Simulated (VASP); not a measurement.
# Ge17Se15 (a cell with a defect) in VASP: further runs

The runs below take Ge17Se15 (a cell with a defect) through relaxation of the atoms, single point, with PBE, HSE06.

All numbers are computed with VASP 6.6.1; they aren't measurements. Logs are shortened: lines on timing, memory, paths and dates and some standing lists are left out, and cuts for length are marked.

## (1) The crystal as given

The cell holds a defect, 32 atoms: a = 8.988 Å, b = 8.988 Å, c = 11.185 Å, α = 90.00°, β = 90.00°, γ = 119.58°.

## (2) Relaxation of the atoms, PBE

Contents of INCAR:

```
ALGO = Normal
EDIFF = 1E-6
EDIFFG = -0.025
ENCUT = 450
GGA = PE
IBRION = 2
ICORELEVEL = 1
ISIF = 2
ISMEAR = 0
ISYM = 0
LASPH = T
LCHARG = F
LREAL = Auto
LUSENCCL = F
LWAVE = F
NELECT = 330.0
NELM = 80
NSW = 70
PREC = Normal
SIGMA = 0.01
```

Contents of KPOINTS:

```
k-points
0
Monkhorst-Pack
  2 2 2
```

Contents of POSCAR:

```
Ge17Se15
1.0
    0.0000000000      7.7675420000     -4.5225270000
    0.0000000000     -7.7675420000     -4.5225270000
  -11.1847690000      0.0000000000      0.0000000000
Ge Se
17 15
Direct
    0.9963625000      0.1213625000      0.8734900000
    0.2463625000      0.8713625000      0.8734900000
    0.7463625000      0.3713625000      0.8734900000
    0.4963625000      0.6213625000      0.8734900000
    0.1331905900      0.2570882000      0.3781813400
    0.3786375000      0.0036375000      0.3734900000
    0.8786375000      0.5036375000      0.3734900000
    0.6286375000      0.7536375000      0.3734900000
    0.1213625000      0.4963625000      0.6265100000
    0.3713625000      0.2463625000      0.6265100000
    0.8713625000      0.7463625000      0.6265100000
    0.6213625000      0.9963625000      0.6265100000
    0.2583987500      0.6351513400      0.1373953900
    0.4943096400      0.3673601800      0.1227209000
    0.0036375000      0.8786375000      0.1265100000
    0.7536375000      0.1286375000      0.1265100000
    0.2024931100      0.3173979500      0.1445172200
    0.4379655000      0.0629655000      0.1471840000
    0.9379655000      0.5629655000      0.1471840000
    0.6879655000      0.8129655000      0.1471840000
    0.4370345000      0.5620345000      0.6471840000
    0.6870345000      0.3120345000      0.6471840000
    0.1870345000      0.8120345000      0.6471840000
    0.9370345000      0.0620345000      0.6471840000
    0.8129655000      0.1879655000      0.3528160000
    0.0629655000      0.9379655000      0.3528160000
    0.5629655000      0.4379655000      0.3528160000
    0.3129655000      0.6879655000      0.3528160000
    0.0620345000      0.4370345000      0.8528160000
    0.3120345000      0.1870345000      0.8528160000
    0.8120345000      0.6870345000      0.8528160000
    0.5620345000      0.9370345000      0.8528160000
```

Potentials or basis: VASP PAW PBE potentials, release 64 (Ge_d, Se).

Run with:

```console
$ cat potpaw_PBE.64/Ge_d/POTCAR potpaw_PBE.64/Se/POTCAR > POTCAR
$ mpirun -np 1 vasp_std > vasp.out
```

OUTCAR:

```text
EDIFF = 1E-6
   EDIFFG = -0.025
   ENCUT = 450
   GGA = PE
   IBRION = 2
   ISIF = 2
   ISMEAR = 0
   ISYM = 0
   LASPH = T
   LREAL = Auto
   NELECT = 330.0
   NELM = 80
   NSW = 70
   PREC = Normal

 ion  position               nearest neighbor table
   1  0.996  0.121  0.873-  24 2.59  30 2.61  29 2.61
   2  0.246  0.871  0.873-  23 2.59  30 2.61  32 2.61
   3  0.746  0.371  0.873-  22 2.59  29 2.61  31 2.61
   4  0.496  0.621  0.873-  21 2.59  32 2.61  31 2.61
   5  0.133  0.257  0.378-  26 2.63  25 2.64  17 2.68
   6  0.379  0.004  0.373-  18 2.59  26 2.61  28 2.61
[... 24 lines left out ...]
  31  0.812  0.687  0.853-  11 2.59   4 2.61   3 2.61
  32  0.562  0.937  0.853-  12 2.59   4 2.61   2 2.61

IMPORTANT INFORMATION: All symmetrisations will be switched off!
NOSYMM: (Re-)initialisation of all symmetry stuff for point group C_1.

----------------------------------------------------------------------------------------

                                     Primitive cell

  volume of cell :     785.8177

  direct lattice vectors                    reciprocal lattice vectors
     0.000000000  7.767542000 -4.522527000     0.000000000  0.064370428 -0.110557659
     0.000000000 -7.767542000 -4.522527000    -0.000000000 -0.064370428 -0.110557659
   -11.184769000  0.000000000  0.000000000    -0.089407300  0.000000000 -0.000000000

  length of vectors
     8.988212235  8.988212235 11.184769000     0.127931810  0.127931810  0.089407300

  position of ions in fractional coordinates (direct lattice)
     0.996362500  0.121362500  0.873490000
     0.246362500  0.871362500  0.873490000
     0.746362500  0.371362500  0.873490000
     0.496362500  0.621362500  0.873490000
     0.133190590  0.257088200  0.378181340
     0.378637500  0.003637500  0.373490000
[... 24 lines left out ...]
     0.812034500  0.687034500  0.852816000
     0.562034500  0.937034500  0.852816000

  ion indices of the primitive-cell ions
   primitive index   ion index
                 1           1
                 2           2
                 3           3
                 4           4
                 5           5
                 6           6
[... 24 lines left out ...]
                31          31
                32          32

----------------------------------------------------------------------------------------

 KPOINTS: k-points

Automatic generation of k-mesh.
 Grid dimensions read from file:
 generate k-points for:    2    2    2

 Generating k-lattice:

  Cartesian coordinates                     Fractional coordinates (reciprocal lattice)
     0.000000000  0.032185214 -0.055278830     0.500000000  0.000000000  0.000000000
    -0.000000000 -0.032185214 -0.055278830     0.000000000  0.500000000  0.000000000
    -0.044703650  0.000000000 -0.000000000     0.000000000  0.000000000  0.500000000

  Length of vectors
     0.063965905  0.063965905  0.044703650

  Shift w.r.t. Gamma in fractional coordinates (k-lattice)
     0.500000000  0.500000000  0.500000000

 Subroutine IBZKPT returns following result:
 ===========================================

 Found      4 irreducible k-points:

 Following reciprocal coordinates:
            Coordinates               Weight
  0.250000  0.250000  0.250000      2.000000
 -0.250000 -0.250000  0.250000      2.000000
 -0.250000  0.250000  0.250000      2.000000
  0.250000 -0.250000  0.250000      2.000000
   k-points           NKPTS =      4   k-points in BZ     NKDIM =      4   number of bands    NBANDS=    198
   number of dos      NEDOS =    301   number of ions     NIONS =     32
   total plane-waves  NPLWV = 138240
   dimension x,y,z NGX =    48 NGY =   48 NGZ =   60
   dimension x,y,z NGXF=    96 NGYF=   96 NGZF=  120
   ions per type =              17  15
   NGX,Y,Z   is equivalent  to a cutoff of   8.88,  8.88,  8.92 a.u.
   NGXF,Y,Z  is equivalent  to a cutoff of  17.76, 17.76, 17.84 a.u.
 SYSTEM =  unknown system
   PREC   = normal    normal or accurate (medium, high low for compatibility)
   ISTART =      0    job   : 0-new  1-cont  2-samecut
   ICHARG =      2    charge: 1-file 2-atom 10-const
   ISPIN  =      1    spin polarized calculation?
   LNONCOLLINEAR =      F non collinear calculations
   LSORBIT =      F    spin-orbit coupling
   LASPH  =      T    aspherical Exc in radial PAW
   ENCUT  =  450.0 eV  33.07 Ry    5.75 a.u.  15.55 15.55 19.35*2*pi/ulx,y,z
   NELM   =     80;   NELMIN=  2; NELMDL= -5     # of ELM steps
   EDIFF  = 0.1E-05   stopping-criterion for ELM
   LREAL  =      T    real-space projection
   EDIFFG = -.3E-01   stopping-criterion for IOM
   NSW    =     70    number of steps for IOM
   IBRION =      2    ionic relax: 0-MD 1-quasi-New 2-CG
   NFREE  =      1    steps in history (QN), initial steepest desc. (CG)
   ISIF   =      2    stress and relaxation
   ISYM   =      0    0-nonsym 1-usesym 2-fastsym
   POTIM  = 0.5000    time-step for ionic-motion
   TEBEG  =    0.0;   TEEND  =   0.0 temperature during run
   PSTRESS=    0.0 pullay stress
   NELECT =     330.0000    total number of electrons
   NUPDOWN=      -1.0000    fix difference up-down
   EMIN   =  10.00;   EMAX   =-10.00  energy-range for DOS
   EFERMI =   0.00;   METHOD = LEGACY
   ISMEAR =     0;   SIGMA  =   0.01  broadening in eV -4-tet -1-fermi 0-gaus
   EFERMI_NEDOS =   21; number of points for ismear=-14 and -15
   IALGO  =     38    algorithm
   IMIX   =      4    mixing-type and parameters
     AMIX     =   0.40;   BMIX     =  1.00
     AMIX_MAG =   1.60;   BMIX_MAG =  1.00
  volume/ion in A,a.u.               =      24.56       165.72
  Fermi-wavevector in a.u.,A,eV,Ry     =   1.225948  2.316707 20.448871  1.502950
  Thomas-Fermi vector in A             =   2.360967
   LORBIT       =      0    0 simple, 1 ext, 2 COOP (PROOUT), +10 PAW based schemes
   GGA     = PE    functional components
   LHFCALC =     F    Hartree Fock is set to
   AEXX    =    0.0000 exact exchange contribution
   IVDW    =     0    specifies the selected vdW correction
   LEPSILON=     F    determine dielectric tensor
   LRPA    =     F    only Hartree local field effects (RPA)
 conjugate gradient relaxation of ions
 non-spin polarized calculation
 Gauss-broadening in eV      SIGMA  =   0.01
  energy-cutoff  :      450.00
  volume of cell :      785.82
 maximum number of plane-waves:     17063
   NGX = 31   NGY = 31   NGZ = 39

--------------------------------------- Ionic step        1  -------------------------------------------

 number of electron     329.9999707 magnetization

 Free energy of the ion-electron system (eV)
  ---------------------------------------------------
  ext. energy  EPLUGINS =         0.00000000
  ---------------------------------------------------
  free energy    TOTEN  =      -125.87777935 eV

  energy without entropy =     -125.87777935  energy(sigma->0) =     -125.87777935

------------------------ aborting loop because EDIFF is reached ----------------------------------------

  FORCE on cell =-STRESS in cart. coord.  units (eV):
  Direction    XX          YY          ZZ          XY          YZ          ZX
  --------------------------------------------------------------------------------------
  -------------------------------------------------------------------------------------
  Total       17.3682732     16.3429863     17.8775386      0.0047553     -0.5731576     -0.0240276
  in kB       35.4115902     33.3211671     36.4499145      0.0096955     -1.1685918     -0.0489890
  external PRESSURE =      35.0608906 kB  Pullay stress =       0.0000000 kB
[... 179 lines left out ...]
  FREE ENERGIE OF THE ION-ELECTRON SYSTEM (eV)
  ---------------------------------------------------
  free  energy   TOTEN  =      -126.1613011868 eV

  energy  without entropy=     -126.1613011868  energy(sigma->0) =     -126.16130119

[... ionic steps 4 to 31 ...]

--------------------------------------- Ionic step       32  -------------------------------------------

 number of electron     330.0000115 magnetization

------------------------ aborting loop because EDIFF is reached ----------------------------------------
[... 127 lines left out ...]
--------------------------------------- Ionic step       34  -------------------------------------------

 number of electron     330.0000106 magnetization

 Free energy of the ion-electron system (eV)
  ---------------------------------------------------
  ext. energy  EPLUGINS =         0.00000000
  ---------------------------------------------------
  free energy    TOTEN  =      -126.62784194 eV

  energy without entropy =     -126.62784194  energy(sigma->0) =     -126.62784194

 the core state eigenenergies are
   1-  1s -10950.9788  2s  -1362.7277  2p  -1189.5994  3s   -159.6492  3p   -106.7810

   2-  1s -10951.3433  2s  -1363.0761  2p  -1189.9497  3s   -160.0013  3p   -107.1336

   3-  1s -10951.3426  2s  -1363.0756  2p  -1189.9492  3s   -160.0008  3p   -107.1330
[... 45 lines left out ...]
  26-  1s -12493.9501  2s  -1597.4647  2p  -1403.8134  3s   -204.1539  3p   -143.6254
       3d    -43.8116
  27-  1s -12493.8605  2s  -1597.3742  2p  -1403.7231  3s   -204.0594  3p   -143.5307
       3d    -43.7167
  28-  1s -12493.8614  2s  -1597.3751  2p  -1403.7240  3s   -204.0603  3p   -143.5316
       3d    -43.7176
  29-  1s -12493.8166  2s  -1597.3295  2p  -1403.6785  3s   -204.0129  3p   -143.4842
       3d    -43.6699
  30-  1s -12493.8160  2s  -1597.3289  2p  -1403.6778  3s   -204.0122  3p   -143.4835
       3d    -43.6692
  31-  1s -12493.7897  2s  -1597.3068  2p  -1403.6552  3s   -203.9963  3p   -143.4677
       3d    -43.6543
  32-  1s -12493.7894  2s  -1597.3063  2p  -1403.6547  3s   -203.9955  3p   -143.4670
       3d    -43.6535

 E-fermi :   3.9160     XC(G=0):  -9.6630

 val. band max:        3.8686168286   @ k =  -0.2500  -0.2500   0.2500
 cond. band min:       4.7172177519   @ k =   0.2500  -0.2500   0.2500
 fundamental gap:      0.8486009233
 Fermi energy:         3.9159955031

 k-point     1 :       0.2500    0.2500    0.2500
  band No.  band energies     occupation
      1     -20.9525      2.00000
      2     -20.9488      2.00000
      3     -20.9483      2.00000
      4     -20.9466      2.00000
      5     -20.9459      2.00000
      6     -20.9435      2.00000
[... 169 lines left out ...]
    176       6.0659      0.00000
    177       6.1079      0.00000

 k-point     2 :      -0.2500   -0.2500    0.2500
  band No.  band energies     occupation
      1     -20.9526      2.00000
      2     -20.9488      2.00000
      3     -20.9483      2.00000
      4     -20.9466      2.00000
      5     -20.9459      2.00000
      6     -20.9435      2.00000
[... 169 lines left out ...]
    176       5.9964      0.00000
    177       6.1832      0.00000

 k-point     3 :      -0.2500    0.2500    0.2500
  band No.  band energies     occupation
      1     -20.9526      2.00000
      2     -20.9488      2.00000
      3     -20.9483      2.00000
      4     -20.9467      2.00000
      5     -20.9459      2.00000
      6     -20.9435      2.00000
[... 169 lines left out ...]
    176       6.0067      0.00000
    177       6.0779      0.00000

 k-point     4 :       0.2500   -0.2500    0.2500
  band No.  band energies     occupation
      1     -20.9526      2.00000
      2     -20.9488      2.00000
      3     -20.9483      2.00000
      4     -20.9467      2.00000
      5     -20.9459      2.00000
      6     -20.9435      2.00000
[... 169 lines left out ...]
    176       6.0065      0.00000
    177       6.0773      0.00000
 [bands above 177 left out]

------------------------ aborting loop because EDIFF is reached ----------------------------------------

  FORCE on cell =-STRESS in cart. coord.  units (eV):
  Direction    XX          YY          ZZ          XY          YZ          ZX
  --------------------------------------------------------------------------------------
  -------------------------------------------------------------------------------------
  Total       13.7742198     14.2148304     15.7757612     -0.0018869     -0.0144911      1.0988599
  in kB       28.0837953     28.9821414     32.1646709     -0.0038472     -0.0295454      2.2404286
  external PRESSURE =      29.7435359 kB  Pullay stress =       0.0000000 kB
[... 47 lines left out ...]
  FREE ENERGIE OF THE ION-ELECTRON SYSTEM (eV)
  ---------------------------------------------------
  free  energy   TOTEN  =      -126.6278419369 eV

  energy  without entropy=     -126.6278419369  energy(sigma->0) =     -126.62784194

 reached required accuracy - stopping structural energy minimisation
```

It took 69 min on 1 × NVIDIA H100 80GB with 1 thread of AMD EPYC 7R13 (Zen 3), shared host; peak memory 1.5 GiB.

Results:

| Quantity | Value |
| --- | --- |
| Free energy | -126.6278 eV |
| Energy gained by relaxing | 23.4 meV/atom |
| Ionic steps | 34 |
| Largest force after relaxing | 0.023 eV/Å |

Forces on the atoms (eV/Å):
```
Ge   0.022  0.000  0.005
Ge   0.006  0.003  0.006
Ge   0.004  0.000  0.007
Ge   0.001 -0.002  0.012
Ge   0.019  0.001 -0.008
Ge  -0.004 -0.005 -0.010
Ge   0.000  0.004 -0.007
Ge   0.001  0.003 -0.017
Ge   0.001  0.001  0.010
Ge  -0.001  0.000  0.009
Ge  -0.008 -0.003  0.001
Ge  -0.012  0.004 -0.004
Ge  -0.009  0.000  0.000
Ge  -0.008  0.000  0.001
Ge   0.006 -0.003  0.002
Ge   0.003  0.007  0.000
Ge  -0.023  0.002  0.004
Se  -0.004 -0.003 -0.003
Se  -0.006 -0.003 -0.009
Se   0.004 -0.002 -0.009
Se   0.004 -0.001  0.009
Se   0.009  0.003  0.002
Se   0.004 -0.002 -0.001
Se   0.007  0.003 -0.003
Se  -0.003 -0.001 -0.001
Se  -0.014  0.001 -0.003
Se  -0.003 -0.003  0.003
Se   0.004  0.002  0.002
Se   0.004  0.000 -0.001
Se   0.003 -0.003 -0.004
Se  -0.002 -0.003  0.001
Se  -0.004  0.000  0.004
```

Step by step:
```
step  energy change (eV)  largest force (eV/Å)  pressure (GPa)
   1              0.0000                1.1691            3.51
   2             -0.1956                0.6021            3.17
   3             -0.2835                0.5440            2.74
   4             -0.2849                0.4985            2.77
   5             -0.3366                0.3786            2.70
   6             -0.4259                0.4503            2.53
   7             -0.4340                0.5487            2.45
   8             -0.4806                0.3844            2.47
   9             -0.5609                0.2244            2.60
  10             -0.5640                0.3132            2.65
  11             -0.5931                0.2559            2.70
  12             -0.6121                0.2841            2.83
  13             -0.6386                0.1695            2.83
  14             -0.6709                0.1845            2.87
  15             -0.6919                0.1120            2.84
  16             -0.6956                0.1514            2.85
  17             -0.7039                0.0861            2.87
  18             -0.7082                0.0908            2.90
  19             -0.7161                0.0551            2.94
  20             -0.7188                0.0799            2.97
  21             -0.7253                0.0477            2.97
  22             -0.7275                0.1164            2.99
  23             -0.7327                0.0750            2.98
  24             -0.7373                0.0648            2.96
  25             -0.7377                0.0792            2.96
  26             -0.7426                0.0496            2.94
  27             -0.7434                0.0520            2.94
  28             -0.7435                0.0619            2.94
  29             -0.7458                0.0500            2.95
  30             -0.7465                0.0571            2.96
  31             -0.7486                0.0309            2.96
  32             -0.7491                0.0552            2.97
  33             -0.7501                0.0297            2.98
  34             -0.7501                0.0233            2.97
```

Final structure:
```xyz
32
Lattice="0.0000 7.7675 -4.5225 0.0000 -7.7675 -4.5225 -11.1848 0.0000 0.0000" Properties=species:S:1:pos:R:3 pbc="T T T"
Ge  -10.6169   -0.9685   -0.9094
Ge   -9.8273   -4.7909   -5.0099
Ge   -9.8267    2.8540   -5.0107
Ge   -9.7436   -0.9682   -4.9526
Ge   -4.0811   -0.9682   -1.6912
Ge   -4.1334    2.9331   -1.7614
Ge   -4.1341    2.8985   -6.2852
Ge   -4.1835   -0.9684   -6.2829
Ge   -7.0538   -2.9108   -2.6499
Ge   -7.0533    0.9730   -2.6496
Ge   -6.9273    0.9009   -7.3682
Ge   -6.9270   -2.8390   -7.3674
Ge   -1.3016   -2.8905   -3.9839
Ge   -1.3021    0.9546   -3.9843
Ge   -1.3921   -6.8145   -4.0236
Ge   -1.3946    4.8794   -4.0254
Ge   -1.5975   -0.9682   -2.3235
Se   -1.5923    2.9181   -2.3015
Se   -1.5915    2.9160   -6.8210
Se   -1.6380   -0.9672   -6.8243
Se   -7.2073   -0.9686   -4.3763
Se   -7.2390    2.9308   -4.4701
Se   -7.2390   -4.8682   -4.4696
Se   -7.2852    6.7989   -4.5226
Se   -3.9189    4.8391   -4.5079
Se   -3.9152   -6.7747   -4.5078
Se   -3.8720    0.9706   -4.5823
Se   -3.8724   -2.9059   -4.5815
Se   -9.6214   -3.0017   -2.3289
Se   -9.6212    1.0648   -2.3275
Se   -9.4745    0.9386   -6.6888
Se   -9.4746   -2.8758   -6.6888
```

Core levels (eV, on the scale of the bands):
| atom | levels |
| --- | --- |
| 1 Ge | 1s -10951.0, 2s -1362.7, 2p -1189.6, 3s -159.6, 3p -106.8 |
| 2 Ge | 1s -10951.3, 2s -1363.1, 2p -1189.9, 3s -160.0, 3p -107.1 |
| 3 Ge | 1s -10951.3, 2s -1363.1, 2p -1189.9, 3s -160.0, 3p -107.1 |
| 4 Ge | 1s -10951.3, 2s -1363.1, 2p -1189.9, 3s -160.0, 3p -107.1 |
| 5 Ge | 1s -10951.0, 2s -1362.7, 2p -1189.6, 3s -159.6, 3p -106.8 |
| 6 Ge | 1s -10951.4, 2s -1363.1, 2p -1190.0, 3s -160.1, 3p -107.2 |

Caveat: the cell is charged against a uniform background, so pressure and absolute levels hang on convention.

(Continued in part 2 of 2.)
